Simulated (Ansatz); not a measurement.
# Ge: the cost of one run

Method: DFT PBEsol, scalar-relativistic, plane waves, PAW, in Ansatz 0.2.0.

4 further runs of the same task are left out: 2 that didn't finish, 2 set aside as unsound or not needed.

### 1 The system as given

Symmetry: Fd-3m, No. 227, cubic system. The conventional cell has a = 5.676 Å, b = 5.676 Å, c = 5.676 Å, α = 90.00°, β = 90.00°, γ = 90.00°. Ge (site symmetry -43m) has 4 Ge at 2.46 Å as nearest neighbours.

Coordinates:

```cif
data_structure
_symmetry_space_group_name_H-M 'Fd-3m:1'
_symmetry_Int_Tables_number 227
_cell_length_a 5.6758
_cell_length_b 5.6758
_cell_length_c 5.6758
_cell_angle_alpha 90.000
_cell_angle_beta 90.000
_cell_angle_gamma 90.000
_cell_volume 182.84
loop_
_atom_site_label
_atom_site_type_symbol
_atom_site_symmetry_multiplicity
_atom_site_Wyckoff_symbol
_atom_site_fract_x
_atom_site_fract_y
_atom_site_fract_z
_atom_site_occupancy
Ge1 Ge 8 a 0.50000 0.00000 0.50000 1
```

It is the result of an earlier relaxation at this level (volume 22.86 Å³/atom; gap on the mesh: none (metal)).

### 2 Relaxing to 0.001 eV/Å, with the smearing for a metal

The response runs start from a cell at rest, found with their own mesh and filling of the bands.

Contents of input.yaml:

```yaml
crystal:
  lattice:
    - [0.0, 2.8378807269, 2.8378807269]
    - [2.8378807269, 0.0, 2.8378807269]
    - [2.8378807269, 2.8378807269, 0.0]
  atoms:
    - { symbol: Ge, position: [0.5, 0.5, 0.5] }
    - { symbol: Ge, position: [0.75, 0.75, 0.75] }
basis:
  ecutwfc: 420
kpoints:
  mp_grid: { grid: [14, 14, 14] }
hamiltonian:
  xc: pbesol
scf:
  occupations: { method: fermi_dirac, width: 0.15 }
output:
  forces: true
  stress: true
  eigenvalues: true
relax:
  adjacent_minimum: "off"
  f_tol: 0.001
  max_steps: 60
  cell: { stress_tol: 0.01 }
```

Launch:

```sh
$ ansatz run input.yaml --threads 1 --pin off --max-ram 3072MiB --backend cpu --events-out ev --progress --plain --runs-dir out
```

What time and memory should one allow on 1 thread of Intel Xeon 6975P-C (Granite Rapids), shared host?

About 11 s, with a peak of 0.42 GiB.
